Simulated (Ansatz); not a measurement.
Reaction (substitution at a C–C bond): `C=C1CC1C` + `B[SiH](O)F` → `B[SiH](F)OC` + `C=C1CC1`

Calculated with Ansatz (gas phase, PBE0-D4/def2-TZVP geometries, no zero-point term in ΔE). CCSD(T)/CBS is the MP2 limit (def2-TZVPP, def2-QZVPP) plus CCSD(T) − MP2 in def2-TZVPP, frozen cores. DFT in def2-TZVPP. Each species was taken in one conformer, which may not be the lowest.

CCSD(T)/CBS gives +0.64 eV.

Question: Another level gave +0.58 eV. Which?
A. B2PLYP/def2-TZVPP
B. MP2/def2-TZVPP
C. SCS-MP2/def2-TZVPP
D. HF/def2-TZVPP

Answer: A. B2PLYP 0.58, SCS-MP2/def2-TZVPP 0.63, HF/def2-TZVPP 0.49, MP2/def2-TZVPP 0.69 eV.

Largest T1 diagnostic among the species: 0.012.

In def2-TZVPP, CCSD(T) changes the Hartree–Fock value by +0.14 eV (the triples alone add +0.01 eV) and MP2 by +0.20 eV.

CCSD(T)/CBS has its own doubt, a few kJ/mol and more with outer-core shells, so smaller differences from it don't rank the levels.
